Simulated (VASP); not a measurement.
# Sr (Fm-3m) in VASP: further runs, part 2 of 2

VASP 6.6.1. The steps go on from the part before.

## (3) Single point, PBEsol

INCAR

```
SYSTEM = Sr
ALGO = Normal ; EDIFF = 1E-6
ENCUT = 450 ; GGA = PS
ISIF = 2 ; ISMEAR = 1
KPAR = 4 ; LASPH = .TRUE.
LCHARG = .FALSE. ; LREAL = .FALSE.
LWAVE = .FALSE. ; NBANDS = 11
NELM = 120 ; PREC = Accurate
SIGMA = 0.1
```

KPOINTS

```
k-points
0
G
  12 12 12
  0 0 0
```

POSCAR

```
Sr                                      
1.0
    0.0000000000      3.0108223025      3.0108223025
    3.0108223025     -0.0000000000      3.0108223025
    3.0108223025      3.0108223025     -0.0000000000
  Sr            
     1
Direct
     0.0000000000000000    0.0000000000000000    0.0000000000000000
```

Potentials or basis: VASP PAW PBE potentials, release 64 (Sr_sv).

Started as:

```
$ cat potpaw_PBE.64/Sr_sv/POTCAR > POTCAR
$ mpirun -np 4 vasp_std > vasp.out
```

OUTCAR:

```text
SYSTEM = Sr
   EDIFF = 1E-6
   ENCUT = 450
   GGA = PS
   ISIF = 2
   ISMEAR = 1
   LASPH = .TRUE.
   LREAL = .FALSE.
   NELM = 120
   PREC = Accurate

 ion  position               nearest neighbor table
   1  0.000  0.000  0.000-

  LATTYP: Found a face centered cubic cell.
 ALAT       =     6.0216446050

  Lattice vectors:

 A1 = (   0.0000000000,   3.0108223025,   3.0108223025)
 A2 = (   3.0108223025,   0.0000000000,   3.0108223025)
 A3 = (   3.0108223025,   3.0108223025,   0.0000000000)

Analysis of symmetry for initial positions (statically):
=====================================================================
 Subroutine PRICEL returns:
 Original cell was already a primitive cell.

 Routine SETGRP: Setting up the symmetry group for a
 face centered cubic supercell.

 Subroutine GETGRP returns: Found 48 space group operations
 (whereof 48 operations were pure point group operations)
 out of a pool of 48 trial point group operations.

The static configuration has the point symmetry O_h .

Analysis of symmetry for dynamics (positions and initial velocities):
=====================================================================
 Subroutine PRICEL returns:
 Original cell was already a primitive cell.

 Routine SETGRP: Setting up the symmetry group for a
 face centered cubic supercell.

 Subroutine GETGRP returns: Found 48 space group operations
 (whereof 48 operations were pure point group operations)
 out of a pool of 48 trial point group operations.

The dynamic configuration has the point symmetry O_h .

 Subroutine INISYM returns: Found 48 space group operations
 (whereof 48 operations are pure point group operations),
 and found     1 'primitive' translations

----------------------------------------------------------------------------------------

                                     Primitive cell
[... 114 lines left out ...]
   GGA     = PS    functional components
   LHFCALC =     F    Hartree Fock is set to
   AEXX    =    0.0000 exact exchange contribution
   IVDW    =     0    specifies the selected vdW correction
   LEPSILON=     F    determine dielectric tensor
   LRPA    =     F    only Hartree local field effects (RPA)
 non-spin polarized calculation
 Methfessel and Paxton  Order N= 1 SIGMA  =   0.10
  energy-cutoff  :      450.00
  volume of cell :       54.59
 maximum number of plane-waves:      1243
 NGX is ok and might be reduce to    30
   NGX = 15   NGY = 15   NGZ = 15

 number of electron      10.0000000 magnetization

 Free energy of the ion-electron system (eV)
  ---------------------------------------------------
  ext. energy  EPLUGINS =         0.00000000
  ---------------------------------------------------
  free energy    TOTEN  =        -1.83395880 eV

  energy without entropy =       -1.83352976  energy(sigma->0) =       -1.83381578

 E-fermi :   1.5267     XC(G=0):  -7.4540

 val. band max:        1.5007401069   @ k =  -0.3333   0.3333   0.1667
 cond. band min:       1.5376811670   @ k =  -0.4167   0.2500   0.0000
 fundamental gap:      0.0369410601
 Fermi energy:         1.5266764712

 k-point     1 :       0.0000    0.0000    0.0000
  band No.  band energies     occupation
      1     -34.9994      2.00000
      2     -16.8991      2.00000
      3     -16.8991      2.00000
      4     -16.8991      2.00000
      5      -2.1499      2.00000
      6       3.8623      0.00000
      7       3.8623      0.00000
      8       3.8623      0.00000
      9       5.3488      0.00000
     10       5.3488      0.00000
     11       8.6588      0.00000
[... 309 lines left out ...]
 k-point    24 :      -0.4167    0.1667    0.0000
  band No.  band energies     occupation
      1     -34.9834      2.00000
      2     -17.0840      2.00000
      3     -16.9639      2.00000
      4     -16.9345      2.00000
      5       0.7368      2.00000
      6       1.6220     -0.03902
      7       3.1119     -0.00000
      8       4.0330      0.00000
      9       6.0999      0.00000
     10       6.3533      0.00000
     11       7.0420      0.00000

 [... further k-points ...]

------------------------ aborting loop because EDIFF is reached ----------------------------------------

  FORCE on cell =-STRESS in cart. coord.  units (eV):
  Direction    XX          YY          ZZ          XY          YZ          ZX
  --------------------------------------------------------------------------------------
  -------------------------------------------------------------------------------------
  Total       -0.2143514     -0.2143514     -0.2143514     -0.0000000     -0.0000000     -0.0000000
  in kB       -6.2914623     -6.2914623     -6.2914623     -0.0000000     -0.0000000     -0.0000000
  external PRESSURE =      -6.2914623 kB  Pullay stress =       0.0000000 kB

 VOLUME and BASIS-vectors are now :
 -----------------------------------------------------------------------------
  energy-cutoff  :      450.00
  volume of cell :       54.59
      direct lattice vectors                 reciprocal lattice vectors
     0.000000000  3.010822302  3.010822302    -0.166067589  0.166067589  0.166067589
     3.010822302  0.000000000  3.010822302     0.166067589 -0.166067589  0.166067589
     3.010822302  3.010822302  0.000000000     0.166067589  0.166067589 -0.166067589

 POSITION                                       TOTAL-FORCE (eV/Angst)
 -----------------------------------------------------------------------------------
      0.00000      0.00000      0.00000         0.000000     -0.000000      0.000000
 -----------------------------------------------------------------------------------
    total drift:                               -0.000000     -0.000000      0.000000

  FREE ENERGIE OF THE ION-ELECTRON SYSTEM (eV)
  ---------------------------------------------------
  free  energy   TOTEN  =        -1.8339587964 eV

  energy  without entropy=       -1.8335297551  energy(sigma->0) =       -1.83381578
```

OSZICAR:

```text
N       E                     dE             d eps       ncg     rms          rms(c)
DAV:   1     0.310463264139E+02    0.31046E+02   -0.44264E+03  1584   0.698E+02
DAV:   2    -0.392472504525E+00   -0.31439E+02   -0.30933E+02  1867   0.139E+02
DAV:   3    -0.177477570949E+01   -0.13823E+01   -0.13617E+01  2396   0.211E+01
DAV:   4    -0.183625216499E+01   -0.61476E-01   -0.61360E-01  1994   0.396E+00
DAV:   5    -0.183771790039E+01   -0.14657E-02   -0.14656E-02  2251   0.476E-01    0.115E+01
DAV:   6    -0.183538666781E+01    0.23312E-02   -0.59972E-03  1886   0.868E-01    0.649E+00
DAV:   7    -0.183398033110E+01    0.14063E-02   -0.11089E-02  2262   0.112E+00    0.250E-01
DAV:   8    -0.183393421224E+01    0.46119E-04   -0.53429E-04  2158   0.150E-01    0.531E-02
DAV:   9    -0.183395486243E+01   -0.20650E-04   -0.67810E-05  2323   0.400E-02    0.202E-02
DAV:  10    -0.183395923436E+01   -0.43719E-05   -0.46921E-06  1898   0.183E-02    0.132E-02
DAV:  11    -0.183395879642E+01    0.43794E-06   -0.38572E-07  1041   0.514E-03
   1 F= -.18339588E+01 E0= -.18338158E+01  d E =-.429041E-03
```

stdout:

```text
POSCAR found type information on POSCAR Sr
 POSCAR found :  1 types and       1 ions
 scaLAPACK will be used
 -----------------------------------------------------------------------------
|                                                                             |
|                                                                             |
|     You enforced a specific xc type in the INCAR file but a different       |
|     I HOPE YOU KNOW WHAT YOU ARE DOING!                                     |
|                                                                             |
 -----------------------------------------------------------------------------

 LDA part: xc-table for (Slater+PW92), standard interpolation
 POSCAR, INCAR and KPOINTS ok, starting setup
 FFT: planning ... GRIDC
 FFT: planning ... GRID_SOFT
 FFT: planning ... GRID
 WAVECAR not read
 entering main loop
```

Wall time 4.9 s (4 MPI ranks of Intel Xeon 6975P-C (Granite Rapids), shared host); peak memory 0.17 GiB.

What came out:

```yaml
Free_energy: -1.8340 eV
Pressure: -0.6 GPa
Band_gap_on_the_k_mesh: none (metal or under the smearing width)
```

Levels at points of the mesh, in eV from the Fermi level:
| k point | band 3 | band 4 | band 5 | band 6 | band 7 | band 8 |
| --- | --- | --- | --- | --- | --- | --- |
| (0.00, 0.00, 0.00) | -18.43 | -18.43 | -3.68 | 2.34 | 2.34 | 2.34 |
| (0.50, 0.00, 0.00) | -18.45 | -18.45 | -1.15 | 0.08 | 2.18 | 2.18 |
| (0.50, 0.50, 0.00) | -18.50 | -18.50 | -0.66 | 0.32 | 1.07 | 4.89 |

Caveat: the PAW data sets were made with another functional, which shifts forces and pressure a little.

## (4) Single point, r2SCAN

INCAR

```
SYSTEM = Sr
ALGO = Normal ; EDIFF = 1E-6
ENCUT = 450 ; ISIF = 2
ISMEAR = 1 ; KPAR = 4
LASPH = .TRUE. ; LCHARG = .FALSE.
LMIXTAU = .TRUE. ; LREAL = .FALSE.
LWAVE = .FALSE. ; METAGGA = R2SCAN
NBANDS = 11 ; NELM = 120
PREC = Accurate ; SIGMA = 0.1
```

KPOINTS is that of step 3.

POSCAR is that of step 3.

Potentials or basis: VASP PAW PBE potentials, release 64 (Sr_sv).

Started as:

```
$ cat potpaw_PBE.64/Sr_sv/POTCAR > POTCAR
$ mpirun -np 4 vasp_std > vasp.out
```

OUTCAR:

```text
SYSTEM = Sr
   EDIFF = 1E-6
   ENCUT = 450
   ISIF = 2
   ISMEAR = 1
   LASPH = .TRUE.
   LREAL = .FALSE.
   METAGGA = R2SCAN
   NELM = 120
   PREC = Accurate

 ion  position               nearest neighbor table
   1  0.000  0.000  0.000-

  LATTYP: Found a face centered cubic cell.
 ALAT       =     6.0216446050

  Lattice vectors:

 A1 = (   0.0000000000,   3.0108223025,   3.0108223025)
 A2 = (   3.0108223025,   0.0000000000,   3.0108223025)
 A3 = (   3.0108223025,   3.0108223025,   0.0000000000)

Analysis of symmetry for initial positions (statically):
=====================================================================
 Subroutine PRICEL returns:
 Original cell was already a primitive cell.

 Routine SETGRP: Setting up the symmetry group for a
 face centered cubic supercell.

 Subroutine GETGRP returns: Found 48 space group operations
 (whereof 48 operations were pure point group operations)
 out of a pool of 48 trial point group operations.

The static configuration has the point symmetry O_h .

Analysis of symmetry for dynamics (positions and initial velocities):
=====================================================================
 Subroutine PRICEL returns:
 Original cell was already a primitive cell.

 Routine SETGRP: Setting up the symmetry group for a
 face centered cubic supercell.

 Subroutine GETGRP returns: Found 48 space group operations
 (whereof 48 operations were pure point group operations)
 out of a pool of 48 trial point group operations.

The dynamic configuration has the point symmetry O_h .

 Subroutine INISYM returns: Found 48 space group operations
 (whereof 48 operations are pure point group operations),
 and found     1 'primitive' translations

----------------------------------------------------------------------------------------

                                     Primitive cell

  volume of cell :      54.5865

  direct lattice vectors                    reciprocal lattice vectors
     0.000000000  3.010822302  3.010822302    -0.166067589  0.166067589  0.166067589
     3.010822302  0.000000000  3.010822302     0.166067589 -0.166067589  0.166067589
     3.010822302  3.010822302  0.000000000     0.166067589  0.166067589 -0.166067589

  length of vectors
     4.257945734  4.257945734  4.257945734     0.287637501  0.287637501  0.287637501

  position of ions in fractional coordinates (direct lattice)
     0.000000000  0.000000000  0.000000000

  ion indices of the primitive-cell ions
   primitive index   ion index
                 1           1

----------------------------------------------------------------------------------------

 KPOINTS: k-points

Automatic generation of k-mesh.
 Grid dimensions read from file:
 generate k-points for:   12   12   12

 Generating k-lattice:

  Cartesian coordinates                     Fractional coordinates (reciprocal lattice)
    -0.013838966  0.013838966  0.013838966     0.083333333  0.000000000  0.000000000
     0.013838966 -0.013838966  0.013838966     0.000000000  0.083333333  0.000000000
     0.013838966  0.013838966 -0.013838966     0.000000000  0.000000000  0.083333333

  Length of vectors
     0.023969792  0.023969792  0.023969792

  Shift w.r.t. Gamma in fractional coordinates (k-lattice)
     0.000000000  0.000000000  0.000000000

 Subroutine IBZKPT returns following result:
 ===========================================

 Found     72 irreducible k-points:

 Following reciprocal coordinates:
            Coordinates               Weight
  0.000000  0.000000  0.000000      1.000000
  0.083333  0.000000  0.000000      8.000000
  0.166667  0.000000  0.000000      8.000000
  0.250000  0.000000  0.000000      8.000000
  0.333333  0.000000  0.000000      8.000000
  0.416667  0.000000  0.000000      8.000000
[... 16 lines left out ...]
  0.500000  0.166667  0.000000     24.000000
 -0.416667  0.166667  0.000000     24.000000
 [... further k-points ...]
   k-points           NKPTS =     72   k-points in BZ     NKDIM =     72   number of bands    NBANDS=     11
   number of dos      NEDOS =    301   number of ions     NIONS =      1
   total plane-waves  NPLWV =  27000
   dimension x,y,z NGX =    30 NGY =   30 NGZ =   30
   dimension x,y,z NGXF=    60 NGYF=   60 NGZF=   60
   ions per type =               1
   NGX,Y,Z   is equivalent  to a cutoff of  11.71, 11.71, 11.71 a.u.
   NGXF,Y,Z  is equivalent  to a cutoff of  23.43, 23.43, 23.43 a.u.
 SYSTEM =  Sr
   PREC   = accura    normal or accurate (medium, high low for compatibility)
   ISTART =      0    job   : 0-new  1-cont  2-samecut
   ICHARG =      2    charge: 1-file 2-atom 10-const
   ISPIN  =      1    spin polarized calculation?
   LNONCOLLINEAR =      F non collinear calculations
   LSORBIT =      F    spin-orbit coupling
   LASPH  =      T    aspherical Exc in radial PAW
   ENCUT  =  450.0 eV  33.07 Ry    5.75 a.u.   7.36  7.36  7.36*2*pi/ulx,y,z
   NELM   =    120;   NELMIN=  2; NELMDL= -5     # of ELM steps
   EDIFF  = 0.1E-05   stopping-criterion for ELM
   LREAL  =      F    real-space projection
   EDIFFG = 0.1E-04   stopping-criterion for IOM
   NSW    =      0    number of steps for IOM
   IBRION =     -1    ionic relax: 0-MD 1-quasi-New 2-CG
   NFREE  =      0    steps in history (QN), initial steepest desc. (CG)
   ISIF   =      2    stress and relaxation
   ISYM   =      2    0-nonsym 1-usesym 2-fastsym
   POTIM  = 0.5000    time-step for ionic-motion
   TEBEG  =    0.0;   TEEND  =   0.0 temperature during run
   PSTRESS=    0.0 pullay stress
   NELECT =      10.0000    total number of electrons
   NUPDOWN=      -1.0000    fix difference up-down
   EMIN   =  10.00;   EMAX   =-10.00  energy-range for DOS
   EFERMI =   0.00;   METHOD = LEGACY
   ISMEAR =     1;   SIGMA  =   0.10  broadening in eV -4-tet -1-fermi 0-gaus
   EFERMI_NEDOS =   21; number of points for ismear=-14 and -15
   IALGO  =     38    algorithm
   IMIX   =      4    mixing-type and parameters
     AMIX     =   0.40;   BMIX     =  1.00
     AMIX_MAG =   1.60;   BMIX_MAG =  1.00
  volume/ion in A,a.u.               =      54.59       368.37
  Fermi-wavevector in a.u.,A,eV,Ry     =   0.929779  1.757027 11.762085  0.864489
  Thomas-Fermi vector in A             =   2.056098
   LORBIT       =      0    0 simple, 1 ext, 2 COOP (PROOUT), +10 PAW based schemes
   METAGGA = R2SCAN    functional components
   LHFCALC =     F    Hartree Fock is set to
   AEXX    =    0.0000 exact exchange contribution
   IVDW    =     0    specifies the selected vdW correction
   LEPSILON=     F    determine dielectric tensor
   LRPA    =     F    only Hartree local field effects (RPA)
 non-spin polarized calculation
 Methfessel and Paxton  Order N= 1 SIGMA  =   0.10
  energy-cutoff  :      450.00
  volume of cell :       54.59
 maximum number of plane-waves:      1243
 NGX is ok and might be reduce to    30
   NGX = 15   NGY = 15   NGZ = 15

 number of electron      10.0000000 magnetization

 Free energy of the ion-electron system (eV)
  ---------------------------------------------------
  ext. energy  EPLUGINS =         0.00000000
  ---------------------------------------------------
  free energy    TOTEN  =       -15.09252082 eV

  energy without entropy =      -15.09101325  energy(sigma->0) =      -15.09201830

 E-fermi :   1.6237     XC(G=0):  -7.8137

 val. band max:        1.6104202732   @ k =   0.5000   0.0000   0.0000
 cond. band min:       1.6339511654   @ k =  -0.3333   0.3333   0.1667
 fundamental gap:      0.0235308922
 Fermi energy:         1.6236879360

 k-point     1 :       0.0000    0.0000    0.0000
  band No.  band energies     occupation
      1     -36.3721      2.00000
      2     -17.6294      2.00000
      3     -17.6294      2.00000
      4     -17.6294      2.00000
      5      -2.2109      2.00000
      6       4.3442      0.00000
      7       4.3442      0.00000
      8       4.3442      0.00000
      9       5.8990      0.00000
     10       5.8990      0.00000
     11       9.1688      0.00000
[... 309 lines left out ...]
 k-point    24 :      -0.4167    0.1667    0.0000
  band No.  band energies     occupation
      1     -36.3548      2.00000
      2     -17.8197      2.00000
      3     -17.6953      2.00000
      4     -17.6650      2.00000
      5       0.9104      2.00000
      6       1.6830      0.16586
      7       3.4571     -0.00000
      8       4.4757      0.00000
      9       6.6771      0.00000
     10       7.0166      0.00000
     11       7.7458      0.00000

 [... further k-points ...]

------------------------ aborting loop because EDIFF is reached ----------------------------------------

  FORCE on cell =-STRESS in cart. coord.  units (eV):
  Direction    XX          YY          ZZ          XY          YZ          ZX
  --------------------------------------------------------------------------------------
  -------------------------------------------------------------------------------------
  Total        0.1446683      0.1446683      0.1446683      0.0000000     -0.0000000      0.0000000
  in kB        4.2461833      4.2461833      4.2461833      0.0000000     -0.0000000      0.0000000
  external PRESSURE =       4.2461833 kB  Pullay stress =       0.0000000 kB

 VOLUME and BASIS-vectors are now :
 -----------------------------------------------------------------------------
  energy-cutoff  :      450.00
  volume of cell :       54.59
      direct lattice vectors                 reciprocal lattice vectors
     0.000000000  3.010822302  3.010822302    -0.166067589  0.166067589  0.166067589
     3.010822302  0.000000000  3.010822302     0.166067589 -0.166067589  0.166067589
     3.010822302  3.010822302  0.000000000     0.166067589  0.166067589 -0.166067589

 POSITION                                       TOTAL-FORCE (eV/Angst)
 -----------------------------------------------------------------------------------
      0.00000      0.00000      0.00000        -0.000000     -0.000000     -0.000000
 -----------------------------------------------------------------------------------
    total drift:                               -0.000000     -0.000000      0.000000

  FREE ENERGIE OF THE ION-ELECTRON SYSTEM (eV)
  ---------------------------------------------------
  free  energy   TOTEN  =       -15.0925208220 eV

  energy  without entropy=      -15.0910132517  energy(sigma->0) =      -15.09201830
```

Wall time 41 s (4 MPI ranks of Intel Xeon 6975P-C (Granite Rapids), shared host); peak memory 0.18 GiB.

Results:

```yaml
Free_energy: -15.0925 eV
Pressure: 0.4 GPa
Band_gap_on_the_k_mesh: none (metal or under the smearing width)
```

Caveat: the PAW data sets were made with another functional, which shifts forces and pressure a little.

## (5) Summary

| level | gap on the mesh (eV) | pressure (GPa) |
| --- | --- | --- |
| PBE | none | 0.0 |
| PBEsol | none | -0.6 |
| r2SCAN | none | 0.4 |

Alike in all rows: task single point; potentials or basis VASP PAW PBE potentials, release 64 (Sr_sv); no spin polarisation; cell as given; k mesh 12 × 12 × 12; cutoff (eV) 450; smearing methfessel-paxton 0.1 eV.

Every run on the cell as given and a fine mesh finds a metal. The pressure there spans -0.6 GPa (PBEsol) to 0.4 GPa (r2SCAN); a positive pressure means that this level wants a larger cell, a negative one a smaller.

Caveats: the PAW data sets were made with another functional, which shifts forces and pressure a little (some runs).

Total energies depend on the potentials used, so only differences within one code and one set of settings carry meaning.
